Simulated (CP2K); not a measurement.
## Hf: equation of state with PBEsol

Hf:

```
CELL_PARAMETERS angstrom
3.13955 0.00000 0.00000
1.56978 2.71893 0.00000
1.56978 0.90631 2.56344
ATOMIC_POSITIONS crystal
Hf 0.00000 0.00000 0.00000
```

This isn't the form of Hf at room conditions, which is hcp.

```yaml
Program: CP2K 2026.2
Task: equation of state
Functional: PBEsol
Potentials_or_basis: POTENTIAL_UZH Hf GTH-PBE-q12; TZVP-MOLOPT-PBE-GTH basis
Density_cutoff: 6123 eV
k_mesh: 10 × 10 × 10
Occupations: fermi-dirac, width 0.1 eV
Spin: no spin polarisation
```

- Equilibrium volume: 21.80 Å³/atom
- Bulk modulus: 107 GPa
- Pressure derivative of the bulk modulus: 4.1 (rough: it moves with the points fitted)

Energy against volume, from the lowest point:
```tsv
volume (Å³/atom)	energy (meV/atom)
20.569	25.45
21.007	9.83
21.444	2.01
21.882	0.00
22.320	3.83
22.757	12.91
23.195	26.81
```

All runs of the series together: 4.2 min on 1 thread of Arm Neoverse V2, with other jobs on the host.

Caveat: the potentials were made for another functional, which shifts forces and pressure; the basis of atomic orbitals isn't converged, which shifts pressures, moduli and gaps. Spin-orbit coupling is left out, which matters for the levels of Hf.
